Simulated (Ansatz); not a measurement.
Runs of Ansatz 0.2.0 on Ni. The structure is cubic, space group Fm-3m (No. 225). The conventional cell has a = 3.475 Å, b = 3.475 Å, c = 3.475 Å, α = 90.00°, β = 90.00°, γ = 90.00°. Ni (site symmetry m-3m) is surrounded by 12 Ni at 2.46 Å. 

```csv
task,level,cell,cutoff (eV),smearing,gap on the mesh (eV),pressure (GPa),moment (μB),relaxed volume (Å³/atom)
relaxation of cell and atoms,PBEsol+D4,relaxed,-,fermi-dirac 0.05 eV,-,0.0,0.63,(a)
band structure,PBEsol,as given,320,fermi-dirac 0.05 eV,-,-2.4,0.63,-
relaxation of cell and atoms,PBEsol+D3(BJ),relaxed,-,fermi-dirac 0.05 eV,-,0.0,0.63,10.08
relaxation of cell and atoms,PBE,relaxed,-,fermi-dirac 0.05 eV,-,0.0,0.63,10.89
single point,PBE,as given,320,gaussian 0.025 eV,none,8.0,0.64,-
single point,PBE,as given,320,gaussian 0.012 eV,none,8.0,0.64,-
```

Alike in all rows: potentials or basis all-electron LAPW, scalar-relativistic; spin collinear, ferromagnetic start; k mesh 13 × 13 × 13; basis error allowed 0.001 eV/atom.

Task: Fill in the values left out.

Result: (a) 10.21.

A gap of «none» marks a metal or a gap under the smearing width.
